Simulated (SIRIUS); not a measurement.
**TiCo under changes of volume**

One of the cells (13.313 Å³/atom); the others are scaled copies at fixed shape and fractional positions:

```
Co Ti
1.0
     2.98611    0.00000    0.00000
     0.00000    2.98611    0.00000
     0.00000    0.00000    2.98611
Co Ti
1 1
Direct
  0.50000 0.50000 0.50000
  0.00000 0.00000 0.00000
```

The cell comes from a database or a generator and needn't be the stable form of this composition.

- Program: SIRIUS 7.12.0
- Functional: AM05
- Potentials or basis: all-electron FP-LAPW
- Cutoff: 190 eV
- Basis: apw+lo standard
- k mesh: 9 × 9 × 9
- Occupations: fermi-dirac, width 0.05 eV
- Spin: collinear spin, ferromagnetic start
- Starting moments: [2.0, 1.0] μB

```tsv
volume (Å³/atom)	energy over the lowest point (meV/atom)	moment (μB per cell)
12.515	0.00	0.49
12.781	0.94	0.52
13.047	8.04	0.54
13.313	20.79	0.57
13.580	38.27	0.60
13.846	60.40	0.64
14.112	?	?
```

Q: What does the run at 14.112 Å³/atom give?

A: Energy over the lowest point 86.20 meV/atom; moment 0.68 μB per cell.

Worked out: A Birch-Murnaghan fit of order 3 (a polynomial in V^(-2/3)) to the other rows has its minimum at 12.61 Å³/atom with B0 = V·E''(V) = 188 GPa and B' = 4.2. It gives 86.38 meV/atom at 14.112 Å³/atom, against the run's 86.20. A straight line through the other rows of the moment, of slope 0.109 μB per Å³/atom, extrapolates to 0.66 μB, against the run's 0.68.

Energies are extrapolated to zero smearing.
